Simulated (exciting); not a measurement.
MgO, 2 atoms in the cell. The structure is cubic, space group Fm-3m (No. 225). The conventional cell has a = 4.194 Å, b = 4.194 Å, c = 4.194 Å, α = 90.00°, β = 90.00°, γ = 90.00°. Mg (site symmetry m-3m) has 6 O at 2.10 Å as nearest neighbours. O (site symmetry m-3m) has 6 Mg at 2.10 Å as nearest neighbours. The cell is a database's computed one.

```yaml
Program: exciting (release sodium)
Task: band structure
Functional: PBE
Potentials_or_basis: all-electron LAPW+lo, shipped species files, valence relativity iora*
rgkmax: 7.5
k_mesh: 11 × 11 × 11
Occupations: fermi-dirac, width 0.05 eV
Spin: no spin polarisation
outputlevel: normal
gmaxvr_cutoff_of_density_and_potential: 14 1/bohr
lmaxapw_and_lmaxmat: 10
lmaxvr: 8
nempty: 10
Valence_relativity: iora*
epsengy: 1e-05 Ha
epspot: 1e-05 Ha
maxscl: 60
Muffin-tin_radii: Mg 2.0, O 1.45 bohr
```

Potentials or basis: all-electron LAPW+lo, shipped species files, valence relativity iora*.

Run with:

```sh
$ OMP_NUM_THREADS=1 exciting_smp
```

Hardware: 1 thread of Arm Neoverse V2, with other jobs on the host.

Problem. How long does it take, and how much memory?

Solution. It took 2.5 min on 1 thread of Arm Neoverse V2, with other jobs on the host, peak memory 0.12 GiB. Counts: scf iterations 23, plane waves 302.
